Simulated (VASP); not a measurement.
Ir, 4 atoms in the cell. It takes space group P6_3/mmc (No. 194, hexagonal). The conventional cell has a = 2.799 Å, b = 2.799 Å, c = 9.027 Å, α = 90.00°, β = 90.00°, γ = 120.00°. Ir (site symmetry -3m) has 12 Ir at 2.78 to 2.80 Å as nearest neighbours. Ir (site symmetry -6m2) is surrounded by 12 Ir at 2.78 to 2.80 Å. The cell was built by a generator and needn't be a form met in nature.

* Program: VASP 6.6.1
* Task: single point
* Functional: PBE
* Potentials or basis: VASP PAW PBE potentials, release 64 (Ir)
* Cutoff: 520 eV
* k mesh: 9 × 9 × 2
* Occupations: gaussian, width 0.1 eV
* Spin: no spin polarisation
* Dipole correction: no
* Further INCAR settings: ALGO = Normal; EDIFF = 1e-07; NBANDS = 26

Potentials or basis: VASP PAW PBE potentials, release 64 (Ir).

Command:

```console
$ cat potpaw_PBE.64/Ir/POTCAR > POTCAR
$ mpirun -np 1 vasp_std > vasp.out
```

Hardware: 1 thread of Intel(R) Xeon(R) 6975P-C (Granite Rapids), with other jobs on the host.

Question: How long does it take, and how much memory?

Answer: Wall time 16 s on 1 thread of Intel(R) Xeon(R) 6975P-C (Granite Rapids), on a shared host, peak memory 0.19 GiB. Counts: scf iterations 14, k points 24.
